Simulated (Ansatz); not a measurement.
## Property card for FeGe

All numbers below come from DFT PBE, scalar-relativistic, plane waves, PAW (Ansatz).

Plane waves to 420 eV, a k mesh through Γ of 9×9×10 on the computed 6-atom cell and Gaussian smearing (0.10 eV); collinear spin from starting moments 1.59 1.59 1.59 0 0 0 μB.

The structure is relaxed at this level of theory with its symmetry kept. Whether it is the stable form of this composition wasn't checked.

```cif
data_structure
_symmetry_space_group_name_H-M 'P6/mmm'
_symmetry_Int_Tables_number 191
_cell_length_a 4.9594
_cell_length_b 4.9594
_cell_length_c 4.0516
_cell_angle_alpha 90.000
_cell_angle_beta 90.000
_cell_angle_gamma 120.000
_cell_volume 86.30
loop_
_atom_site_label
_atom_site_type_symbol
_atom_site_symmetry_multiplicity
_atom_site_Wyckoff_symbol
_atom_site_fract_x
_atom_site_fract_y
_atom_site_fract_z
_atom_site_occupancy
Fe1 Fe 3 f 0.50000 0.00000 0.00000 1
Ge1 Ge 1 a 0.00000 0.00000 0.00000 1
Ge2 Ge 2 d 0.33333 0.66667 0.50000 1
```

Task: Formation energy from the elements' standard states (uncorrected)?

Result: -0.122 eV/atom.

Task: Density of states at the Fermi level?

Result: 4.34 states/eV per cell.

Task: Löwdin character within 0.5 eV of the Fermi level?

Result: Fe 3d 82 %, Ge 4p 13 %.

Task: Bader charges (e)?

Result: Fe (3 in the cell) 0.02, Ge (1 in the cell) -0.01, Ge (2 in the cell) -0.03.

Task: Total moment?

Result: 4.10 μB per cell.

Task: Site moments (μB; atoms counted from 1 over the whole cell)?

Result: Fe (atom 1) 1.45, Fe (atom 2) 1.45, Fe (atom 3) 1.45, Ge (atom 4) -0.07, Ge (atom 5) -0.04, Ge (atom 6) -0.04.

Only parallel moments were tried here.

Only this magnetic start was tried.

Cost: 1 run of about 3.7 core-minutes, on Intel Xeon Platinum 8488C (Sapphire Rapids) (shared hosts).